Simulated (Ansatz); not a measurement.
# Calculated 11B NMR of the central transition for BN

Cell: a computed structure from the Materials Project (it need not be an observed phase), taken as it stands.

```xyz
2
Lattice="0.0000 3.4953 2.1661 1.2516 0.0000 2.1661 1.2516 3.4953 0.0000" Properties=species:S:1:pos:R:3 pbc="T T T"
B     1.2516    3.4953    0.0002
N     1.2516    3.4953    2.8881
```

Sites (sets of like atoms) are named by element and the number of their first atom in this list.

Level of theory: DFT, PBE, plane waves and PAW, scalar-relativistic, 420 eV cutoff, Γ-centred 16×16×16 k-points, Fermi–Dirac smearing 0.01 eV (Ansatz 0.2.0).

11B has I = 3/2 and Q = 40.59 mb (Pyykkö 2018); at 11.7 T its Larmor frequency is ν₀ = 159.9 MHz. Only the quadrupole interaction is simulated: positions count from each site's isotropic chemical shift, and J coupling is left out, as are shift anisotropy and dipolar coupling, which fast spinning averages.

Simulated pattern of one B site (fast magic-angle spinning, Gaussian broadening 0.1 kHz):

```
offset (kHz)  height
      -3.055       0
      -2.934       4
      -2.813       6
      -2.693       6
      -2.572       6
      -2.452       6
      -2.331       7
      -2.211       7
      -2.090       7
      -1.969      10
      -1.849      76
      -1.728      73
      -1.608      52
      -1.487      46
      -1.367      43
      -1.246      42
      -1.125      42
      -1.005      44
      -0.884      47
      -0.764      52
      -0.643      63
      -0.523     100
      -0.402      80
      -0.281       1
```

Question: Which |C_Q| and η does the pattern imply?

Answer: The pattern spans 2.53 kHz before broadening and its centre of gravity is at -1.18 kHz, which fixes P_Q; the places of the horns and steps fix η. That gives P_Q = 2.75 MHz, |C_Q| = 2.75 MHz and η = 0.00. The sign of C_Q can't be read from the pattern.

At B V_zz stands upright on the plane through its three neighbours (within 1°).
